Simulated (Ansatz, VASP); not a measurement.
# One calculation of Rh, two programs

```
CELL_PARAMETERS angstrom
2.45806 0.00000 0.00000
0.00000 2.45806 0.00000
0.00000 0.00000 2.45806
ATOMIC_POSITIONS crystal
Rh 0.00000 0.00000 0.00000
```

The cell was built by a generator and needn't be a form met in nature.

Alike in both runs: task relaxation of cell and atoms; functional PBEsol; k mesh 13 × 13 × 13; occupations fermi-dirac, width 0.1 eV; no spin polarisation.

|  | VASP | Ansatz |
| --- | --- | --- |
| version | VASP 6.6.1 | Ansatz 0.2.0 |
| potentials or method | VASP PAW PBE potentials, release 64 (Rh_pv) | plane waves (420 eV) with PAW, scalar-relativistic |
| plane-wave cutoff (eV) | 600 | 420 |
| valence electrons in the cell | 15 | 17 |

VASP gave:

* relaxed volume (Å³/atom): 15.63
* relaxed cell length with the largest relative difference (Å): 2.500
* energy change over the relaxation (meV/atom): -29

**Question.** What did Ansatz give for the same quantities?

**Answer.** Relaxed volume (Å³/atom): 15.64; relaxed cell length with the largest relative difference (Å): 2.501; energy change over the relaxation (meV/atom): -29.

The two sets of potentials don't hold the same shells in valence. Ansatz warned: «pseudo_functional_mismatch».

Caveats: the PAW data sets were made with another functional, which shifts forces and pressure a little (VASP).
